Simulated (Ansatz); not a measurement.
# Sc: what symmetry allows forces and stress to be

```
Sc
1.0
     5.34031    0.00000    0.00000
     0.00000    5.34031    0.00000
     0.00000    0.00000    3.69219
Sc
4
Cartesian
  2.6702 2.6702 0.0001
  0.0000 0.0000 0.0001
  2.6702 0.0000 2.0578
  0.0000 2.6702 1.6342
```

Theory: DFT PBE, scalar-relativistic, plane waves, PAW (Ansatz).

Cutoff 420 eV; k points 8×8×10 on the computed 4-atom cell (Γ-centred); Gaussian smearing, width 0.10 eV; no spin polarisation.

This distorted cell has space group P4mm, with 8 operations.

Question: Without a calculation: in which directions can each atom feel a force?

Answer: A force must be left unchanged by every operation that keeps its atom in place, so it lies in the space that those operations leave fixed. Atoms that the group maps onto each other feel forces of one size.
| atom | site symmetry | operations at the site | equivalent to atom | allowed force (Cartesian) |
| --- | --- | --- | --- | --- |
| Sc1 | 2mm. | 4 | 1 | along (0.00, 0.00, 1.00) |
| Sc2 | 2mm. | 4 | 1 | along (0.00, 0.00, 1.00) |
| Sc3 | 4mm | 8 | 3 | along (0.00, 0.00, 1.00) |
| Sc4 | 4mm | 8 | 4 | along (0.00, 0.00, 1.00) |

That leaves 3 independent force components of 12, tied by 1 condition that the forces sum to zero, so 2 remain. A relaxation in this cell that keeps the symmetry moves the atoms in these directions alone.

Question: And the stress tensor?

Answer: It must be invariant under the point group, which leaves 2 independent components: yz, xz, xy vanish; xx = yy.

Question: Do the computed values obey this?

Answer: Yes. Forces (eV/Å):
```
Sc1  0.000  0.000  0.000
Sc2  0.000  0.000  0.000
Sc3  0.000  0.000 -0.603
Sc4  0.000  0.000  0.604
```

Stress (GPa, compression positive, xx yy zz yz xz xy): -2.45 -2.45 -3.80 0.00 0.00 0.00. The program imposes the same operations on density, forces and stress, so this confirms the analysis and is no independent test of the calculation.

This form isn't the element's structure at ambient conditions.